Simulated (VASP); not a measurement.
Set up this calculation in VASP 6.6.1, as the native input.

| Property | Result |
| --- | --- |
| Task | single point |
| Functional | PBE |
| Dispersion | D3(BJ) |
| Potentials or basis | VASP PAW PBE potentials, release 64 (Ga_d, Se) |
| Cutoff | 520 eV |
| k mesh | 12 × 12 × 2 |
| Occupations | gaussian, width 0.02 eV |
| Spin | no spin polarisation |
| Dipole correction | no |
| Further INCAR settings | ALGO = Fast; EDIFF = 1e-06; NBANDS = 48 |

The structure of GaSe lies in POSCAR:

```
GaSe
1.0
    3.7693203809      0.0000000000      0.0000000000
   -1.8846601905      3.2643272048      0.0000000000
    0.0000000000      0.0000000000     15.9664449503
Ga Se
4 4
Direct
    0.3333333333      0.6666666667      0.1734890998
    0.6666666667      0.3333333333      0.6734890998
    0.3333333333      0.6666666667      0.3265109002
    0.6666666667      0.3333333333      0.8265109002
    0.3333333333      0.6666666667      0.5997009983
    0.6666666667      0.3333333333      0.0997009983
    0.3333333333      0.6666666667      0.9002990017
    0.6666666667      0.3333333333      0.4002990017
```

These files were run (other wordings do the same):

INCAR

```
  PREC = Accurate
  ENCUT = 520
  EDIFF = 1E-6
  ISMEAR = 0
  SIGMA = 0.02
  LREAL = False
  LASPH = True
  NELM = 100
  ALGO = Fast
  ISIF = 2
  LWAVE = False
  LCHARG = True
  GGA = PE
  IVDW = 12
  LELF = True
  LVHAR = True
  NBANDS = 48
```

KPOINTS

```
regular mesh
0
Gamma
  12 12 2
```

Potentials or basis: VASP PAW PBE potentials, release 64 (Ga_d, Se).

The run is started by

```bash
$ cat potpaw_PBE.64/Ga_d/POTCAR potpaw_PBE.64/Se/POTCAR > POTCAR
$ mpirun -np 1 vasp_std > vasp.out
```

It gave:

- Pressure: 0.1 GPa
- Largest force: 0.029 eV/Å
- Band gap on the k mesh: 0.85 eV, direct
- Dispersion energy per atom: -0.290 eV

Wall time 5 min on 1 thread of Intel(R) Xeon(R) Platinum 8559C (Emerald Rapids) (shared host), peak memory 0.47 GiB.
